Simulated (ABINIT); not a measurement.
Runs of ABINIT 10.8.3 (patched build) on Zr. Symmetry: P6_3/mmc, No. 194, hexagonal system. The conventional cell has a = 3.232 Å, b = 3.232 Å, c = 5.147 Å, α = 90.00°, β = 90.00°, γ = 120.00°. Around Zr (site symmetry -6m2) lie 12 Zr at 3.18 to 3.23 Å. 

```csv
task,level,potentials or basis,cell,k mesh,cutoff (eV),smearing,cutoff smearing ecutsm (Ha),stop of the response cycle (tolvrs),acoustic sum rule (asr),fine-grid cutoff,ions in elastic constants,gap on the mesh (eV),pressure (GPa),relaxed volume (Å³/atom)
elastic constants,LDA,JTH PAW LDA v2.0,cell relaxed at zero pressure by an earlier run,16 × 16 × 8,463,fermi-dirac 0.1 eV,0.5,1e-08,1,925.187 eV,relaxed,none,0.0,-
single point,PBE,PseudoDojo NC SR PBE v0.4.1 standard,cell relaxed,7 × 7 × 4,898,fermi-dirac 0.05 eV,-,-,-,-,-,none,0.0,-
relaxation of cell and atoms,LDA,JTH PAW LDA v2.0,relaxed,7 × 7 × 4,463,fermi-dirac 0.05 eV,0.5,-,-,925.187 eV,-,none,0.0,21.82
optical spectrum,PBE,PseudoDojo NC SR PBE v0.4.1 standard,cell relaxed at zero pressure by an earlier run,"16 × 16 × 8, shifted",898,cold (ABINIT) 0.136 eV,0.5,-,-,-,-,-,-0.1,-
relaxation of cell and atoms,PBE,PseudoDojo NC SR PBE v0.4.1 standard,relaxed,7 × 7 × 4,898,fermi-dirac 0.05 eV,0.5,-,-,-,-,none,0.0,(a)
```

Alike in all rows: no spin polarisation.

Problem. Fill in the values left out.

Solution. (a) 23.44.

Caveats: the mesh is coarse for a metal's response (some runs); the intraband (Drude) term is left out (some runs); spectra need much finer meshes, so this one isn't converged (some runs); independent-particle spectra lack excitons (some runs).

A k mesh can miss the band edges, and the runs leave out spin-orbit coupling on Zr.

A gap of «none» marks a metal or a gap under the smearing width.
